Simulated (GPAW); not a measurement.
PBE against C09-vdW, PBEsol over 6 crystals

Computed bulk modulus (GPa) at each level. Moduli come from Birch-Murnaghan fits over scaled cells with fixed shape and fractions. Not every cell is the stable form of its formula. Spin polarisation and spin-orbit coupling are off unless named.

- PBE: GPAW (GPAW PAW data sets (gpaw-data 1.2.1)); cutoffs 600 to 800 eV; k meshes of 512 to 2197 points
- C09-vdW: GPAW (GPAW PAW data sets (gpaw-data 1.2.1), made for PBE); cutoffs 600 to 800 eV; k meshes of 216 to 2197 points
- PBEsol: GPAW (PAW data sets generated for this functional); cutoffs 600 to 800 eV; k meshes of 216 to 2197 points

| crystal | PBE | C09-vdW | PBEsol |
| --- | --- | --- | --- |
| BAs (F-43m) | 132.3 | 138.4 | 141.4 |
| CdSe (F-43m) | 45.4 | 51.0 | 52.7 |
| ZnSe (F-43m) | 57.3 | 62.1 | 65.4 |
| Cu (Fm-3m) | 137.9 | 150.1 | 164.1 |
| Al (Fm-3m) | 79.3 | 78.7 | 83.6 |
| C (Fd-3m) | 433.3 | 444.1 | 450.5 |

How do the values move from PBE?

C09-vdW lies above PBE in 5 of 6 crystals, with a median shift of +6.5 % (-0.8 % for Al to +12.3 % for CdSe). PBEsol lies above PBE in 6 of 6 crystals, with a median shift of +10.5 % (+4.0 % for C to +19.0 % for Cu). The figures use the values as printed. Meshes of this size aren't converged for the metals. Columns can differ in potentials and meshes within a row, which adds scatter of its own. Where several set-ups ran one level, the entry is one near their median; a run lay far from it for BAs. Median core time of an entry, rough and on shared hosts of several kinds: PBE 1.8 min, C09-vdW 66 s, PBEsol 65 s.

PBEsol gives the stiffest lattice in every row, and C09-vdW falls between it and PBE everywhere except Al, where it is marginally below PBE, a difference too small to interpret. The usual reason for the PBEsol shift is its weaker gradient enhancement of exchange. PBE favours inhomogeneous densities too strongly, which tends to lengthen bonds and soften the lattice, whereas PBEsol restores the behaviour suited to slowly varying densities in solids. The C09-vdW increase may come from its similarly soft exchange, from nonlocal correlation, or from both.

The differences between materials mostly outweigh those between functionals. Diamond is by far the stiffest because its short, directional sp3 bonds strongly resist compression. The two selenides are much softer, with longer and more polar bonds, and replacing Zn with the larger Cd lowers the modulus further, from 57.3 to 45.4 GPa in PBE. Without measured moduli corrected for thermal and zero-point effects, the upward shift can't be read as an improvement in accuracy.
